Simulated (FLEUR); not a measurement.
# Nd (P6_3/mmc) in FLEUR: single point with PBE

Aim: the single point of Nd with PBE.

Program: FLEUR MaX-R8.1 (later development tree). These are calculated values, not measurements. Logs are shortened: lines on timing, memory, paths and dates and some standing lists are left out, and cuts for length are marked.

**1. The crystal as given**

It takes space group P6_3/mmc (No. 194, hexagonal). Conventional cell: a = 3.657 Å, b = 3.657 Å, c = 5.902 Å, α = 90.00°, β = 90.00°, γ = 120.00°. Nd (site symmetry -6m2) is surrounded by 12 Nd at 3.63 to 3.66 Å.

This isn't the form of Nd at room conditions, which is double hcp.

**2. Single point, PBE, collinear spin, ferromagnetic start**

The input, inp.xml:

```xml
<?xml version="1.0" encoding="UTF-8" standalone="no"?>
<fleurInput fleurInputVersion="0.39">
   <comment>
      Nd                                                                                                  
   </comment>
   <calculationSetup>
      <cutoffs Kmax="4.1" Gmax="12.7" GmaxXC="12.7" numbands="0"/>
      <scfLoop itmax="60" minDistance="0.00001" maxIterBroyd="15" imix="Anderson" alpha="0.05" precondParam="0.0" spinf="2.0" sdNocoIR="T"/>
      <coreElectrons ctail="T" frcor="F" kcrel="0" coretail_lmax="0"/>
      <xcFunctional name="pbe" relativisticCorrections="F"/>
      <magnetism jspins="2"/>
      <soc l_soc="F" theta="0.0" phi="0.0" spav="F"/>
      <expertModes spex="0" secvar="F"/>
      <geometryOptimization l_f="T" forcealpha="1.0" forcemix="BFGS" epsdisp="0.0005" epsforce="0.0002"/>
      <ldaU l_linMix="F" mixParam="0.05" spinf="1.0"/>
   </calculationSetup>
   <cell>
      <bzIntegration valenceElectrons="28.0" mode="hist" fermiSmearingEnergy="0.00183747">
         <kPointListSelection listName="default-1"/>
         <!-- k-points included here -->
         <xi:include xmlns:xi="http://www.w3.org/2001/XInclude" href="kpts.xml"> </xi:include>
      </bzIntegration>
      <!-- symmetry operations included here -->
      <xi:include xmlns:xi="http://www.w3.org/2001/XInclude" href="sym.xml"> </xi:include>
      <bulkLattice scale="1.0">
         <bravaisMatrix>
            <row-1>    6.9107284376621996     0.0000000000000000     0.0000000000000000</row-1>
            <row-2>   -3.4553642188310998     5.9848663855960016     0.0000000000000000</row-2>
            <row-3>    0.0000000000000000     0.0000000000000000    11.1531635873891997</row-3>
         </bravaisMatrix>
      </bulkLattice>
   </cell>
   <atomSpecies>
      <species name="Neodymium 4.500" element="Nd" atomicNumber="60">
         <mtSphere radius="2.66" gridPoints="879" logIncrement="0.015"/>
         <atomicCutoffs lmax="10" lnonsphr="10"/>
         <electronConfig flipSpins="F">
            <coreConfig>(1s1/2) (2s1/2) (2p1/2) (2p3/2) (3s1/2) (3p1/2) (3p3/2) (4s1/2) (3d3/2) (3d5/2) (4p1/2) (4p3/2) (4d3/2) (4d5/2)</coreConfig>
            <valenceConfig>(5s1/2) (5p1/2) (5p3/2) (6s1/2) (4f5/2) (4f7/2)</valenceConfig>
            <stateOccupation state="(4f5/2)" spinUp="1.7142857142857" spinDown="0.0"/>
            <stateOccupation state="(4f7/2)" spinUp="2.2857142857143" spinDown="0.0"/>
         </electronConfig>
         <energyParameters s="6" p="5" d="5" f="4"/>
         <lo type="SCLO" l="0" n="5" eDeriv="0"/>
         <lo type="HELO" l="1" n="6" eDeriv="0"/>
         <lo type="HELO" l="1" n="6" eDeriv="1"/>
         <lo type="SCLO" l="2" n="5" eDeriv="2"/>
         <lo type="SCLO" l="3" n="4" eDeriv="2"/>
      </species>
   </atomSpecies>
   <atomGroups>
      <atomGroup species="Neodymium 4.500">
         <relPos label="                   1">-1.000/3.000 1.000/3.000 -1.000/4.000</relPos>
         <relPos label="                   2">1.000/3.000 -1.000/3.000 1.000/4.000</relPos>
         <force calculate="T" relaxXYZ="TTT"/>
      </atomGroup>
   </atomGroups>
   <output dos="F" band="F" slice="F">
      <checks vchk="F" cdinf="F"/>
      <bandDOS minEnergy="-.5*Htr" maxEnergy="0.5*Htr" sigma="0.015" storeEVData="T"/>
      <vacuumDOS vacdos="F" integ="F" star="F" nstars="0" locx1="0.0" locy1="0.0" locx2="0.0" locy2="0.0" nstm="0" tworkf="0.0"/>
      <unfoldingBand unfoldBand="F" supercellX="1" supercellY="1" supercellZ="1"/>
      <plotting iplot="0" polar="F">
         <plot TwoD="T" vec1="  1.0  0.0  0.0" vec2="  0.0  1.0  0.0" vec3="  0.0  0.0  1.0" zero="  0.0  0.0  0.0" file="plot"/>
      </plotting>
      <chargeDensitySlicing numkpt="0" minEigenval="0.0" maxEigenval="0.0" nnne="0" pallst="F"/>
      <specialOutput eonly="F"/>
      <moessbauerParams electricFieldGradient="T" isomerShift="T" coreHyperfine="T" valenceHyperfine="T"/>
      <magneticCircularDichroism mcd="F" energyLo="-10.0" energyUp="0.0"/>
   </output>
  <!-- We include the file relax.xml here to enable relaxations (see documentation) -->
  <xi:include xmlns:xi="http://www.w3.org/2001/XInclude" href="relax.xml"> <xi:fallback/> </xi:include>
</fleurInput>
```

The input, crystal.txt:

```
Nd
&input cartesian=F /
3.6570000000  0.0000000000  0.0000000000
-1.8285000000  3.1670549016  0.0000000000
0.0000000000  0.0000000000  5.9020000000
1.8897261246
1.0 1.0 1.0

2
60 0.6666666666  0.3333333332  0.7500000000 : 4.500
60 0.3333333332  0.6666666666  0.2500000000 : 4.500

&kpt div1=8 div2=8 div3=5 gamma=T /
```

Potentials or basis: all-electron, FLAPW.

Run with:

```sh
$ inpgen -f crystal.txt -profile fastHighL
$ # inp.xml edited to the form shown
$ fleur_MPI
```

Log:

```text
Welcome to FLEUR        (www.flapw.de)
      MaX-Release 8.1          (www.max-centre.eu)

 ========== k-point set info ==========
 Selected k-point list: default-1
 k-point list type: mesh
 8 x 8 x 5
 Number of k points: 30

 ------------Calculation Setup---------------------------
 Number of MPI-tasks      :            1
 Number of PE/node        :            1
 Number of OMP-threads    :            1
 Most efficient MPI parallelization for:
           1           2           3           5           6          10          15          30
 Additional eigenvalue parallelization possible
 Number of basis functions:          622
 Approximate size of matrices (H+S) per k-point:         0.006 GB
 --------------------------------------------------------
 Iteration:     1   Distance:      76.93394576 me/bohr^3
 Iteration:     2   Distance:      36.96323248 me/bohr^3
 Iteration:     3   Distance:      16.88426096 me/bohr^3
 Iteration:     4   Distance:      20.21762570 me/bohr^3
 Iteration:     5   Distance:      25.58266646 me/bohr^3
 Iteration:     6   Distance:       7.54683606 me/bohr^3
 Iteration:     7   Distance:       8.20943034 me/bohr^3
 Iteration:     8   Distance:       8.12551476 me/bohr^3
 Iteration:     9   Distance:       6.95024031 me/bohr^3
 Iteration:    10   Distance:       4.69712387 me/bohr^3
[... 35 lines left out ...]
 Iteration:    46   Distance:       0.00025129 me/bohr^3
 Iteration:    47   Distance:       0.00022529 me/bohr^3
 Iteration:    48   Distance:       0.00016705 me/bohr^3
 Iteration:    49   Distance:       0.00015847 me/bohr^3
 Iteration:    50   Distance:       0.00018645 me/bohr^3
 Iteration:    51   Distance:       0.00015722 me/bohr^3
 Iteration:    52   Distance:       0.00005648 me/bohr^3
 Iteration:    53   Distance:       0.00001851 me/bohr^3
 Iteration:    54   Distance:       0.00001625 me/bohr^3
 Iteration:    55   Distance:       0.00000624 me/bohr^3

 ********************************************************************
 Run finished successfully
 Stop message:
   Structural relaxation: Done
 ********************************************************************
```

It took 9.5 min on 1 thread of Arm Neoverse V2, shared host; peak memory 0.09 GiB.

Results:

```
Free energy                                           : -524094.3745 eV
Band gap on the k mesh                                : none (metal or under the smearing width)
Net moment                                            : 8.13 μB per cell
Site moments                                          : Nd +3.57 μB
Valence electrons inside the program's atomic spheres : Nd 11.66 (radii Nd 2.66 bohr)
```

Core levels (eV from the Fermi level):
| atom | levels |
| --- | --- |
| 1 Nd | 1s1/2 -43361.0, 2s1/2 -7008.5, 2p1/2 -6629.8, 2p3/2 -6109.7, 3s1/2 -1519.8, 3p1/2 -1358.2, 3p3/2 -1254.5, 4s1/2 -301.9, 3d3/2 -973.1, 3d5/2 -950.7, 4p1/2 -240.9, 4p3/2 -218.3, 4d3/2 -118.0, 4d5/2 -114.0 |
| 2 Nd | 1s1/2 -43361.0, 2s1/2 -7008.5, 2p1/2 -6629.8, 2p3/2 -6109.7, 3s1/2 -1519.8, 3p1/2 -1358.2, 3p3/2 -1254.5, 4s1/2 -301.9, 3d3/2 -973.1, 3d5/2 -950.7, 4p1/2 -240.9, 4p3/2 -218.3, 4d3/2 -118.0, 4d5/2 -114.0 |

Caveat: the magnetic or orbital state may not be the lowest; spin-orbit coupling is left out, which moves the levels of the heavy elements. The state reached can hang on the start; a lower one may exist.
